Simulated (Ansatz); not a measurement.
Runs of Ansatz 0.2.0 on Eu. It takes space group Im-3m (No. 229, cubic). The conventional cell has a = 4.606 Å, b = 4.606 Å, c = 4.606 Å, α = 90.00°, β = 90.00°, γ = 90.00°. Eu (site symmetry m-3m) is surrounded by 8 Eu at 3.99 Å. 

| task | level | potentials or basis | spin | U | cell | k mesh | cutoff (eV) | smearing | atoms under strain | hubbard projectors | double counting | other keys | gap on the mesh (eV) | pressure (GPa) | moment (μB) |
| --- | --- | --- | --- | --- | --- | --- | --- | --- | --- | --- | --- | --- | --- | --- | --- |
| elastic constants | PBE | SSSP precision PAW | collinear, ferromagnetic start | - | as given | 6 × 6 × 6 | 544 | gaussian 0.05 eV | relaxed | - | - | - | none | -2.1 | 7.52 |
| single point | PBE | Ansatz PAW | collinear, ferromagnetic start | - | cell strained at random at fixed volume | 8 × 8 × 8 | 420 | fermi-dirac 0.05 eV | - | - | - | - | none | -1.6 | 7.37 |
| electrostatic potential | r2SCAN+D3(BJ)-ATM+U | Ansatz PAW | collinear, random start | Eu f U = 6 eV | as given | 8 × 8 × 8 | 500 | cold 0.1 eV | - | all-electron-atomic | amf | - | none | -1.6 | 7.73 |
| single point | PBE | Ansatz PAW | collinear, ferromagnetic start | - | as given | 8 × 8 × 8 | 420 | fermi-dirac 0.05 eV | - | - | - | - | none | -1.6 | 7.37 |
| elastic constants | PBE | SSSP precision PAW | collinear, ferromagnetic start | - | as given | 7 × 7 × 7 | 544 | fermi-dirac 0.01 eV | clamped | - | - | - | none | -2.0 | (b) |
| projected density of states | r2SCAN+D4+U | Ansatz PAW | collinear, ferromagnetic start | Eu f U = 7 eV | as given | 8 × 8 × 8 | 500 | tetrahedron | - | ortho-atomic (the default) | amf | - | none | -0.6 | 1.07 |
| single point | HSE06+D4 | PseudoDojo 3+ lanthanides | collinear, program default start | - | as given | 6 × 6 × 6 | 680 | gaussian 0.05 eV | - | - | - | scf.occupations.method = gaussian; scf.occupations.width = 0.05; … | none | (a) | 0.60 |

Q: Fill in the values left out.

A: (a) -7.6; (b) 7.55.

Caveats: spin-orbit coupling is left out, which moves the levels of the heavy elements; the magnetic or orbital state may not be the lowest (some runs); pairwise dispersion overbinds metals, which lowers pressure and volume (some runs); the PAW data sets come from PBE, with cores solved anew for the run's functional, which leaves a small shift of forces and pressure (some runs); the elastic tensor has a negative eigenvalue, so either the cell is unstable as it stands or the mesh is too thin (some runs); elastic constants of metals need much finer meshes, so these are rough (some runs); with tetrahedron occupations forces and stress needn't match the slope of the energy (some runs).

A k mesh can miss the band edges, and the runs leave out spin-orbit coupling on Eu.

A gap of «none» marks a metal or a gap under the smearing width.

The runs don't all hold the same shells in valence.
